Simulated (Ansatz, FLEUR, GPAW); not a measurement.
## Al2Au: 3 runs at one level of theory

```xyz
3
Lattice="0.0000 3.0000 3.0000 3.0000 0.0000 3.0000 3.0000 3.0000 0.0000" Properties=species:S:1:pos:R:3 pbc="T T T"
Au    0.0000    0.0000    0.0000
Al    4.5000    4.5000    4.5000
Al    1.5000    1.5000    1.5000
```

Alike in all runs: task equation of state; functional LDA; k mesh 8 × 8 × 8; occupations fermi-dirac, width 0.05 eV; no spin polarisation; no spin-orbit coupling. LDA stands for any of its common fits.

```
                                                    program and potentials  plane-wave cutoff (eV)                                        notes  equilibrium volume (Å³/atom)  bulk modulus (GPa)
                            Ansatz, all-electron LAPW, scalar-relativistic                       -                                            -                         17.59               120.5
                                                FLEUR, all-electron, FLAPW                       -                                            -                         17.58               120.7
GPAW, the program's PAW data sets (release 1.2.1) made for this functional                     600  this data set often lies off other programs                         17.65               120.8
```

The equilibrium volume spans 17.58 (FLEUR, all-electron, FLAPW) to 17.65 Å³/atom (GPAW, the program's PAW data sets (release 1.2.1) made for this functional), with all-electron results at 17.58 to 17.59. The bulk modulus spans 120.5 (Ansatz, all-electron LAPW, scalar-relativistic) to 120.8 GPa (GPAW, the program's PAW data sets (release 1.2.1) made for this functional), with all-electron results at 120.5 to 120.7. For a metal such a mesh isn't converged, which the comparison doesn't need.

Differences between rows come from potentials, basis sets and numerical settings, since the functional is the same but for its coding. Runs on potential files found faulty are left out.
